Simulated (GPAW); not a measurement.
## Does TiIn15P16 (InP32 Ti1) carry moments in GPAW?

Wanted: the moments of TiIn15P16 (InP32 Ti1) and the energy gained by spin polarisation.

Method: PBE; plane waves with GPAW's PAW setups, scalar-relativistic, in GPAW 26.7.0.

### Step 1. Starting point

It takes space group P-42m (No. 111, tetragonal). Conventional cell: a = 11.738 Å, b = 11.738 Å, c = 5.869 Å, α = 90.00°, β = 90.00°, γ = 90.00°. Ti has 4 P at 2.54 Å nearest. Nearest to P lie 3 In at 2.54 Å and 1 Ti at 2.54 Å. In has 4 P at 2.54 Å nearest. P has 4 In at 2.54 Å nearest. Nearest to In lie 4 P at 2.54 Å. Nearest to P lie 4 In at 2.54 Å. substitutional dopants on the host's lattice, its constants typed without a cited source, atoms not relaxed. Farther neighbours are not listed.

The cell is a made-up one and need not be a known phase.

### Step 2. Run 1 (ferro +)

Parallel moments need no larger cell; this start tests for a ferromagnetic state only.

File order1.py:

```python
import json
import numpy as np
from ase import Atoms
from ase.parallel import paropen, parprint
from gpaw import GPAW

atoms = Atoms(['Ti', 'P', 'In', 'P', 'In', 'P', 'In', 'P', 'In', 'P', 'In', 'P', 'In', 'P', 'In', 'P', 'In', 'P', 'In', 'P', 'In', 'P', 'In', 'P', 'In', 'P', 'In', 'P', 'In', 'P', 'In', 'P'],
    cell=[[11.738, 0.0, 0.0],
         [0.0, 11.738, 0.0],
         [0.0, 0.0, 5.869]],
    scaled_positions=[[0.0, 0.0, 0.0],
         [0.125, 0.125, 0.25],
         [0.0, 0.25, 0.5],
         [0.125, 0.375, 0.75],
         [0.25, 0.0, 0.5],
         [0.375, 0.125, 0.75],
         [0.25, 0.25, 0.0],
         [0.375, 0.375, 0.25],
         [0.0, 0.5, 0.0],
         [0.125, 0.625, 0.25],
         [0.0, 0.75, 0.5],
         [0.125, 0.875, 0.75],
         [0.25, 0.5, 0.5],
         [0.375, 0.625, 0.75],
         [0.25, 0.75, 0.0],
         [0.375, 0.875, 0.25],
         [0.5, 0.0, 0.0],
         [0.625, 0.125, 0.25],
         [0.5, 0.25, 0.5],
         [0.625, 0.375, 0.75],
         [0.75, 0.0, 0.5],
         [0.875, 0.125, 0.75],
         [0.75, 0.25, 0.0],
         [0.875, 0.375, 0.25],
         [0.5, 0.5, 0.0],
         [0.625, 0.625, 0.25],
         [0.5, 0.75, 0.5],
         [0.625, 0.875, 0.75],
         [0.75, 0.5, 0.5],
         [0.875, 0.625, 0.75],
         [0.75, 0.75, 0.0],
         [0.875, 0.875, 0.25]],
    pbc=True,
    magmoms=[1.0, 0.0, 0.0, 0.0, 0.0, 0.0, 0.0, 0.0, 0.0, 0.0, 0.0, 0.0, 0.0, 0.0, 0.0, 0.0, 0.0, 0.0, 0.0, 0.0, 0.0, 0.0, 0.0, 0.0, 0.0, 0.0, 0.0, 0.0, 0.0, 0.0, 0.0, 0.0])
atoms.calc = GPAW(mode={'name': 'pw', 'ecut': 450},
    xc='PBE',
    kpts={'size': (3, 3, 5), 'gamma': True},
    occupations={'name': 'fermi-dirac', 'width': 0.05},
    convergence={'density': 1e-05, 'energy': 1e-05},
    maxiter=200,
    mixer={'name': 'pulay', 'beta': 0.05, 'nmaxold': 6, 'weight': 50},
    symmetry={'tolerance': 1e-4},
    txt='order1.txt')
e = atoms.get_potential_energy(force_consistent=True)
res = {'free_energy': e, 'energy_sigma0': atoms.get_potential_energy(), 'fermi_energy': atoms.calc.get_fermi_level()}
res['moments'] = atoms.get_magnetic_moments().tolist()
res['total'] = atoms.get_magnetic_moment()
parprint('site moments (muB):', np.round(res['moments'], 3))
parprint(f"total moment: {res['total']:.3f} muB")
parprint(f'free energy: {e:.6f} eV')
atoms.calc.write('order1.gpw')
with paropen('results.json', 'w') as f:
    json.dump(res, f)
```

Launch:

```sh
$ OMP_NUM_THREADS=1 mpirun -n 4 gpaw python order1.py > order1.log
```

Numbers of over 12 decimals in the logs are rounded to 6 here.

What it wrote:

```text
site moments (muB): [ 0.707 -0.013  0.005  0.001  0.005  0.001  0.002 -0.     0.     0.001
  0.005 -0.013  0.    -0.     0.002  0.001  0.     0.001  0.    -0.
  0.005 -0.013  0.002  0.001  0.    -0.     0.     0.001  0.     0.001
  0.002 -0.013]
total moment: 0.995 muB
free energy: -140.854711 eV

--- order1.txt ---
Input parameters:
  mode=PW(ecut=450),
  convergence={'density': 1e-05, 'energy': 1e-05},
  kpts=MonkhorstPack(size=(3, 3, 5), gamma=True),
  maxiter=200,
  mixer=Pulay(name='pulay', nmaxold=6, beta=0.05, weight=50, sigma=0.015, g_ss=None),
  occupations=Occupations(name='fermi-dirac', width=0.05),
  symmetry=Symmetry(tolerance=0.0001),
  xc=XC(name='PBE')

Diagonalizing LCAO Hamiltonian
Converting LCAO to pw mode
        .----------------------------.
       /|                            |
      / |                            |
     /  |  P             P           |
    /   |       P              P     |
   /  In|            In              |
  /    P|         P   P          P   |
 *      .---In------------In---------.
 |     / P   P          P  P        /
 | In /       In In         In     /
 |   /         P             P    /
 |  /nP In         IP  In        /
 | /      In            In      /
 |/                            /
 Ti------------In-------------*

Atoms  # Å, Bohr magnetons
|    | symbol |         x |         y |        z |    initial magnetic moments |
|----|--------|-----------|-----------|----------|-----------------------------|
|  0 |     Ti |  0.000000 |  0.000000 | 0.000000 | ( 0.0000,  0.0000,  1.0000) |
|  1 |      P |  1.467250 |  1.467250 | 1.467250 | ( 0.0000,  0.0000,  0.0000) |
|  2 |     In |  0.000000 |  2.934500 | 2.934500 | ( 0.0000,  0.0000,  0.0000) |
|  3 |      P |  1.467250 |  4.401750 | 4.401750 | ( 0.0000,  0.0000,  0.0000) |
|  4 |     In |  2.934500 |  0.000000 | 2.934500 | ( 0.0000,  0.0000,  0.0000) |
|  5 |      P |  4.401750 |  1.467250 | 4.401750 | ( 0.0000,  0.0000,  0.0000) |
|  6 |     In |  2.934500 |  2.934500 | 0.000000 | ( 0.0000,  0.0000,  0.0000) |
|  7 |      P |  4.401750 |  4.401750 | 1.467250 | ( 0.0000,  0.0000,  0.0000) |
|  8 |     In |  0.000000 |  5.869000 | 0.000000 | ( 0.0000,  0.0000,  0.0000) |
|  9 |      P |  1.467250 |  7.336250 | 1.467250 | ( 0.0000,  0.0000,  0.0000) |
| 10 |     In |  0.000000 |  8.803500 | 2.934500 | ( 0.0000,  0.0000,  0.0000) |
| 11 |      P |  1.467250 | 10.270750 | 4.401750 | ( 0.0000,  0.0000,  0.0000) |
| 12 |     In |  2.934500 |  5.869000 | 2.934500 | ( 0.0000,  0.0000,  0.0000) |
| 13 |      P |  4.401750 |  7.336250 | 4.401750 | ( 0.0000,  0.0000,  0.0000) |
| 14 |     In |  2.934500 |  8.803500 | 0.000000 | ( 0.0000,  0.0000,  0.0000) |
| 15 |      P |  4.401750 | 10.270750 | 1.467250 | ( 0.0000,  0.0000,  0.0000) |
| 16 |     In |  5.869000 |  0.000000 | 0.000000 | ( 0.0000,  0.0000,  0.0000) |
| 17 |      P |  7.336250 |  1.467250 | 1.467250 | ( 0.0000,  0.0000,  0.0000) |
| 18 |     In |  5.869000 |  2.934500 | 2.934500 | ( 0.0000,  0.0000,  0.0000) |
| 19 |      P |  7.336250 |  4.401750 | 4.401750 | ( 0.0000,  0.0000,  0.0000) |
| 20 |     In |  8.803500 |  0.000000 | 2.934500 | ( 0.0000,  0.0000,  0.0000) |
| 21 |      P | 10.270750 |  1.467250 | 4.401750 | ( 0.0000,  0.0000,  0.0000) |
| 22 |     In |  8.803500 |  2.934500 | 0.000000 | ( 0.0000,  0.0000,  0.0000) |
| 23 |      P | 10.270750 |  4.401750 | 1.467250 | ( 0.0000,  0.0000,  0.0000) |
| 24 |     In |  5.869000 |  5.869000 | 0.000000 | ( 0.0000,  0.0000,  0.0000) |
| 25 |      P |  7.336250 |  7.336250 | 1.467250 | ( 0.0000,  0.0000,  0.0000) |
| 26 |     In |  5.869000 |  8.803500 | 2.934500 | ( 0.0000,  0.0000,  0.0000) |
| 27 |      P |  7.336250 | 10.270750 | 4.401750 | ( 0.0000,  0.0000,  0.0000) |
| 28 |     In |  8.803500 |  5.869000 | 2.934500 | ( 0.0000,  0.0000,  0.0000) |
| 29 |      P | 10.270750 |  7.336250 | 4.401750 | ( 0.0000,  0.0000,  0.0000) |
| 30 |     In |  8.803500 |  8.803500 | 0.000000 | ( 0.0000,  0.0000,  0.0000) |
| 31 |      P | 10.270750 | 10.270750 | 1.467250 | ( 0.0000,  0.0000,  0.0000) |

Unit cell  # Å
| periodic |         x |         y |        z |   lengths |    angles |
|----------|-----------|-----------|----------|-----------|-----------|
|      yes | 11.738000 |  0.000000 | 0.000000 | 11.738000 | 90.000000 |
|      yes |  0.000000 | 11.738000 | 0.000000 | 11.738000 | 90.000000 |
|      yes |  0.000000 |  0.000000 | 5.869000 |  5.869000 | 90.000000 |

Number of symmetries: 8

BZ-sampling:
  Number of BZ points: 45
  Number of IBZ points: 9

  Monkhorst-Pack size: [3, 3, 5]
  Monkhorst-Pack shift: [0, 0, 0]

K-points  # in reciprocal-cell coordinates
|   |                                coordinates |     weight |
|---|--------------------------------------------|------------|
| 0 | (  0.00000000,   0.00000000,   0.00000000) | 0.02222222 |
| 1 | (  0.00000000,   0.00000000,   0.20000000) | 0.04444444 |
| 2 | (  0.00000000,   0.00000000,   0.40000000) | 0.04444444 |
| 3 | (  0.33333333,   0.00000000,   0.00000000) | 0.08888889 |
| 4 | (  0.33333333,   0.00000000,   0.20000000) | 0.17777778 |
| 5 | (  0.33333333,   0.00000000,   0.40000000) | 0.17777778 |
| 6 | (  0.33333333,   0.33333333,   0.00000000) | 0.08888889 |
| 7 | (  0.33333333,   0.33333333,   0.20000000) | 0.17777778 |
| 8 | (  0.33333333,   0.33333333,   0.40000000) | 0.17777778 |

Plane wave coefficients: 17550
Cutoff: 450.000000 eV

Spin-components: 2 (collinear spins)
Bands:           177
Projectors:      176
Spin-degeneracy: 1
Datatype:        complex128

Parallelization:
  kpt:    4
  domain: 1
  band:   1

Density:
  Valence electrons: 287.0
  Components: 2
  Grid points: [60 60 30]
  Charge: 0.0  # |e|

Potential:
  Grid points: [60 60 30]

species:
  Ti:
    name:    Titanium
    Z:       22.0
    valence: 12
    core:    10
    charge:  0.0  # [|e|]
    compensation charges:
      type: gauss
      rc: 0.38  # [Å]
      lmax: 2
    cutoffs:
      filter: 2.23  # [Å]
      core: 1.02  # [Å]
    projectors
    | kind |    occ | energy [eV] | rcut [Å] |
    |------|--------|-------------|----------|
    |   3s |  2.000 |     -62.623 |    1.270 |
    |   4s |  2.000 |      -4.466 |    1.270 |
    |   3p |  6.000 |     -38.862 |    1.058 |
    |   4p |  0.000 |      -1.466 |    1.058 |
    |   3d |  2.000 |      -4.258 |    1.058 |
    |    d |        |      22.953 |    1.058 |

    Using partial waves for Ti as LCAO basis

  P:
    name:    Phosphorus
    Z:       15.0
    valence: 5
    core:    10
    charge:  0.0  # [|e|]
    compensation charges:
      type: gauss
      rc: 0.30  # [Å]
      lmax: 2
    cutoffs:
      filter: 1.69  # [Å]
      core: 1.81  # [Å]
    projectors
    | kind |    occ | energy [eV] | rcut [Å] |
    |------|--------|-------------|----------|
    |   3s |  2.000 |     -13.968 |    0.953 |
    |   3p |  3.000 |      -5.506 |    0.953 |
    |    s |        |      13.244 |    0.953 |
    |    p |        |      21.705 |    0.953 |
    |    d |        |       0.000 |    0.953 |

    Using partial waves for P as LCAO basis

  In:
    name:    Indium
    Z:       49.0
    valence: 13
    core:    36
    charge:  0.0  # [|e|]
    compensation charges:
      type: gauss
      rc: 0.36  # [Å]
      lmax: 2
    cutoffs:
      filter: 2.09  # [Å]
      core: 2.48  # [Å]
    projectors
    | kind |    occ | energy [eV] | rcut [Å] |
    |------|--------|-------------|----------|
    |   5s |  2.000 |      -8.203 |    1.185 |
    |   5p |  1.000 |      -2.521 |    1.244 |
    |   4d | 10.000 |     -18.629 |    1.148 |
    |    s |        |      19.008 |    1.185 |
    |    p |        |      24.691 |    1.244 |
    |    d |        |       8.583 |    1.148 |

    Using partial waves for In as LCAO basis

Reference energy: -2571701.927723  # eV

eigensolver:
  PPCG
  Converge bands: occupied
  niter=2

density mixing:
  Pulay-Mixer
  Linear mixing parameters: 0.05
  Old densities: 6
  Fourier metric: weight=50, sigma=0.015

occupation numbers:
  Fermi-Dirac:
    width: 0.0500  # eV

poisson solver:
  ecut: 3600.000000  # eV

xc functional:
  name: PBE with 2 nearest neighbor stencil

convergence criteria:
- Maximum integral of absolute [dens]ity change: 1e-05 electrons / valence electron
- Maximum [total energy] change in last 3 cyles: 1e-05 eV / valence electron
- Maximum integral of absolute [eigenst]ate change: 4e-08 eV^2 / valence electron
maximum number of iterations: 200

SCF iterations
|iter     |      energy | eigst |  dens |  magmom |
|---------|-------------|-------|-------|---------|
|iter:   1|       0s | -146.353739 | -0.27 |       |  +1.0026|
|iter:   2|      23s | -145.311645 | -1.51 | -1.09 |  +1.0007|
|iter:   3|      46s | -141.074029 | -1.22 | -1.14 |  +0.9919|
|iter:   4|      69s | -140.836904 | -1.82 | -1.41 |  +0.9899|
|iter:   5|      91s | -140.872539 | -2.56 | -1.50 |  +0.9893|
|iter:   6|     114s | -141.002863 | -2.74 | -1.68 |  +0.9834|
|iter:   7|     136s | -140.850473 | -2.47 | -1.89 |  +0.9835|
|iter:   8|     158s | -140.834130 | -2.96 | -2.20 |  +0.9837|
|iter:   9|     181s | -140.829979 | -3.85 | -2.69 |  +0.9843|
|iter:  10|     204s | -140.829533 | -4.28 | -2.60 |  +0.9868|
|iter:  11|     227s | -140.829515c| -5.38 | -3.00 |  +0.9874|
|iter:  12|     250s | -140.829631c| -5.32 | -3.05 |  +0.9897|
|iter:  13|     273s | -140.829666c| -6.39 | -3.28 |  +0.9900|
|iter:  14|     295s | -140.829890c| -6.17 | -3.30 |  +0.9913|
|iter:  15|     318s | -140.830007c| -6.38 | -3.45 |  +0.9921|
|iter:  16|     340s | -140.830054c| -6.89 | -3.59 |  +0.9927|
|iter:  17|     362s | -140.830129c| -6.60 | -3.67 |  +0.9939|
|iter:  18|     383s | -140.830142c| -7.10 | -4.05 |  +0.9942|
|iter:  19|     405s | -140.830144c| -8.06c| -4.23 |  +0.9942|
|iter:  20|     428s | -140.830148c| -7.79c| -4.27 |  +0.9945|
|iter:  21|     439s | -140.830148c| -7.98c| -4.44 |  +0.9945|
|iter:  22|     450s | -140.830149c| -7.91c| -4.50 |  +0.9945|
|iter:  23|     461s | -140.830149c| -8.16c| -4.58 |  +0.9946|
|iter:  24|     472s | -140.830149c| -8.34c| -4.63 |  +0.9946|
|iter:  25|     483s | -140.830151c| -7.64c| -4.64 |  +0.9947|
|iter:  26|     494s | -140.830152c| -7.88c| -4.85 |  +0.9947|
|iter:  27|     506s | -140.830152c| -7.98c| -5.02c|  +0.9948|

Converged in 27 steps
Energy contributions relative to reference atoms: (reference = -2571701.927723)

Energy contributions:
  Kinetic:         346.438324
  Coulomb:        -320.383435
  Zero:              2.930080
  External:          0.000000
  Xc:             -169.790563
  Entropy:          -0.049117
  Spinorbit:         0.000000
  ----------------------------
  Free energy:    -140.854711
  Extrapolated:   -140.830152

dipole moment: (-155.490118, -155.490118, -156.567490)  # |e|*Ang

Total magnetic moment: (0.000000, 0.000000, 0.994789)

Local magnetic moments
|        x |        y |         z |
|----------|----------|-----------|
| 0.000000 | 0.000000 |  0.706547 |  # Ti   0
| 0.000000 | 0.000000 | -0.013365 |  # P    1
| 0.000000 | 0.000000 |  0.005345 |  # In   2
| 0.000000 | 0.000000 |  0.000548 |  # P    3
| 0.000000 | 0.000000 |  0.005345 |  # In   4
| 0.000000 | 0.000000 |  0.000548 |  # P    5
| 0.000000 | 0.000000 |  0.002196 |  # In   6
| 0.000000 | 0.000000 | -0.000449 |  # P    7
| 0.000000 | 0.000000 |  0.000089 |  # In   8
| 0.000000 | 0.000000 |  0.000548 |  # P    9
| 0.000000 | 0.000000 |  0.005345 |  # In  10
| 0.000000 | 0.000000 | -0.013365 |  # P   11
| 0.000000 | 0.000000 |  0.000025 |  # In  12
| 0.000000 | 0.000000 | -0.000449 |  # P   13
| 0.000000 | 0.000000 |  0.002196 |  # In  14
| 0.000000 | 0.000000 |  0.000548 |  # P   15
[...]
| 0.000000 | 0.000000 |  0.002196 |  # In  22
| 0.000000 | 0.000000 |  0.000548 |  # P   23
| 0.000000 | 0.000000 |  0.000178 |  # In  24
| 0.000000 | 0.000000 | -0.000449 |  # P   25
| 0.000000 | 0.000000 |  0.000025 |  # In  26
| 0.000000 | 0.000000 |  0.000548 |  # P   27
| 0.000000 | 0.000000 |  0.000025 |  # In  28
| 0.000000 | 0.000000 |  0.000548 |  # P   29
| 0.000000 | 0.000000 |  0.002196 |  # In  30
| 0.000000 | 0.000000 | -0.013365 |  # P   31

Fermi level: 5.540
Eigenvalues  # (at kpt = [0.000, 0.000, 0.000])
| band index |      eig [eV] | occ [0-1] |      eig [eV] | occ [0-1] |
|------------|---------------|-----------|---------------|-----------|
|          0 |       -52.359 |     1.000 |       -51.570 |     1.000 |
|        ... |               |           |               |           |
|        136 |         3.658 |     1.000 |         3.709 |     1.000 |
|        137 |         3.744 |     1.000 |         3.770 |     1.000 |
|        138 |         3.744 |     1.000 |         3.770 |     1.000 |
|        139 |         3.792 |     1.000 |         3.789 |     1.000 |
|        140 |         4.582 |     1.000 |         4.618 |     1.000 |
|        141 |         4.607 |     1.000 |         4.635 |     1.000 |
|        142 |         4.607 |     1.000 |         4.635 |     1.000 |
|        143 |         5.387 |     0.955 |         5.641 |     0.117 |
|        144 |         5.399 |     0.944 |         6.153 |     0.000 |
|        145 |         5.631 |     0.140 |         6.210 |     0.000 |
|        146 |         6.240 |     0.000 |         6.382 |     0.000 |
|        147 |         6.323 |     0.000 |         6.435 |     0.000 |
|        148 |         6.323 |     0.000 |         6.435 |     0.000 |
|        149 |         6.952 |     0.000 |         7.093 |     0.000 |
|        150 |         6.988 |     0.000 |         7.124 |     0.000 |
|        151 |         6.988 |     0.000 |         7.124 |     0.000 |
|        ... |               |           |               |           |
|        176 |         9.392 |     0.000 |         9.419 |     0.000 |

No gap
No difference between direct/indirect transitions
```

It took 9.1 min on 4 MPI ranks of Intel Xeon 6975P-C (Granite Rapids), shared host; peak memory 3.2 GiB; 36 min of CPU time.

Spin moment in the augmentation sphere by element, in μB:

| element | atoms | mean | spread (r.m.s.) | least | largest |
| --- | --- | --- | --- | --- | --- |
| Ti | 1 | 0.707 | 0.000 | 0.707 | 0.707 |
| P | 16 | -0.003 | 0.006 | -0.013 | 0.001 |
| In | 15 | 0.002 | 0.002 | 0.000 | 0.005 |

The atoms farthest from the mean of their element:

| atom | x, y, z (Å) | spin moment in the augmentation sphere (μB) |
| --- | --- | --- |
| P2 | 1.47, 1.47, 1.47 | -0.013 |
| P12 | 1.47, 10.27, 4.40 | -0.013 |
| P32 | 10.27, 10.27, 1.47 | -0.013 |
| P22 | 10.27, 1.47, 4.40 | -0.013 |
| P10 | 1.47, 7.34, 1.47 | 0.001 |
| P16 | 4.40, 10.27, 1.47 | 0.001 |
| P6 | 4.40, 1.47, 4.40 | 0.001 |
| P4 | 1.47, 4.40, 4.40 | 0.001 |

This step gave:

- magnetization: 0.9948 μB
- final state: ferromagnetic

After 27 cycles the largest moment stands at 0.707 μB.

(Part 1 of 2 ends here.)

[Logs and program files are shortened in this print: banners, set-up blocks, solver, clock and traceback lines can be left out without a mark of their own.]

[Logs are printed without paths, hosts, clocks, repeated set-up lines and the standing remarks that a program may print on its own settings, such as how far it seeks lower states.]

[Hosts, paths, dates, database ids (printed as entryN), source tags and the programs' standing remarks are cut or masked in the printed files.]

[Where a cell is said to come from a database of computed structures, the database is the Materials Project.]
